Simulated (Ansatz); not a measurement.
The calculation used DFT PBE, scalar-relativistic, plane waves, PAW in Ansatz. Settings: cutoff 420 eV, Γ-centred meshes spaced at most about 0.3 Å⁻¹, and about 0.25 Å⁻¹ or finer for metals (2π included), Gaussian smearing. No spin polarisation in the final relaxations.

These are static total energies at zero pressure.

Two forms of Cd₃HgTe₄ were relaxed alike.

A.

```cif
data_structure
_symmetry_space_group_name_H-M 'P4/mmm'
_symmetry_Int_Tables_number 123
_cell_length_a 4.3181
_cell_length_b 4.3181
_cell_length_c 12.3794
_cell_angle_alpha 90.000
_cell_angle_beta 90.000
_cell_angle_gamma 90.000
_cell_volume 230.82
loop_
_atom_site_label
_atom_site_type_symbol
_atom_site_symmetry_multiplicity
_atom_site_Wyckoff_symbol
_atom_site_fract_x
_atom_site_fract_y
_atom_site_fract_z
_atom_site_occupancy
Cd1 Cd 2 h 0.50000 0.50000 0.25096 1
Cd2 Cd 1 b 0.00000 0.00000 0.50000 1
Hg1 Hg 1 a 0.00000 0.00000 0.00000 1
Te1 Te 2 g 0.00000 0.00000 0.25798 1
Te2 Te 1 d 0.50000 0.50000 0.50000 1
Te3 Te 1 c 0.50000 0.50000 0.00000 1
```

B.

```cif
data_structure
_symmetry_space_group_name_H-M 'I-42m'
_symmetry_Int_Tables_number 121
_cell_length_a 6.6293
_cell_length_b 6.6293
_cell_length_c 13.2603
_cell_angle_alpha 90.000
_cell_angle_beta 90.000
_cell_angle_gamma 90.000
_cell_volume 582.76
loop_
_atom_site_label
_atom_site_type_symbol
_atom_site_symmetry_multiplicity
_atom_site_Wyckoff_symbol
_atom_site_fract_x
_atom_site_fract_y
_atom_site_fract_z
_atom_site_occupancy
Cd1 Cd 4 d 0.00000 0.50000 0.25000 1
Cd2 Cd 2 a 0.00000 0.00000 0.00000 1
Hg1 Hg 2 b 0.50000 0.50000 0.00000 1
Te1 Te 8 i 0.25091 0.74909 0.37455 1
```

Question: Which would you expect to be lower, and how large is the difference?

Answer: B is lower, by 171 meV/atom. A has Cd and Hg ordered on rock salt sites, space group P4/mmm (No. 123), 28.9 Å³/atom and no gap on its mesh; B has Cd and Hg ordered on zinc blende sites, space group I-42m (No. 121), 36.4 Å³/atom and a gap of 0.20 eV. Counting Te atoms around Cd and Hg (those within 1.25 times the shortest such distance or 1.15 times the sum of covalent radii, 1.27 where that leaves under three), A has Cd 6, Hg 6 and B has Cd 4, Hg 4. The lower one is the more open, so pressure narrows the difference. In A, around Cd on a site of symmetry 4mm lie 6 Te at 3.05–3.11 Å; Hg has 6 Te at 3.05–3.19 Å; around Te on a site of symmetry 4mm lie 5 Cd at 3.00–3.05 Å and 1 Hg at 3.19 Å; 3 more sites not described. In B, Cd on a site of symmetry -4 is surrounded by 4 Te at 2.87 Å; Hg is surrounded by 4 Te at 2.88 Å; around Te lie 3 Cd at 2.87 Å and 1 Hg at 2.88 Å; 1 more site not described. Both come from invented guesses.

These runs have no spin–orbit coupling, which can matter for Hg and Te. Kohn–Sham gaps at this level usually fall short of measured ones. The missing spin–orbit coupling can work the other way here. Cells relaxed within their symmetry can be saddle points.

The preference for B by 171 meV/atom follows the usual chemistry of the cadmium and mercury chalcogenides. With four valence electrons per atom on average and only modest bond polarity, sp³-type bonding fills the bonding states and leaves the antibonding ones empty. Six-coordination packs the atoms more densely but spreads the same electrons over more, longer contacts, and the ionic contribution is too small to compensate.

Cd–Te and Hg–Te bonds are almost equally long in B, so the mixed cations cause little size strain, and the energy difference probably reflects the change of framework far more than the cation order. The small gap in B fits a conduction-band edge of cation s character, pulled down by the relativistically stabilised Hg 6s level, above a Te 5p valence band; for so Cd-rich a telluride, however, it is well below the known value. Stability against separation into CdTe and HgTe remains untested.
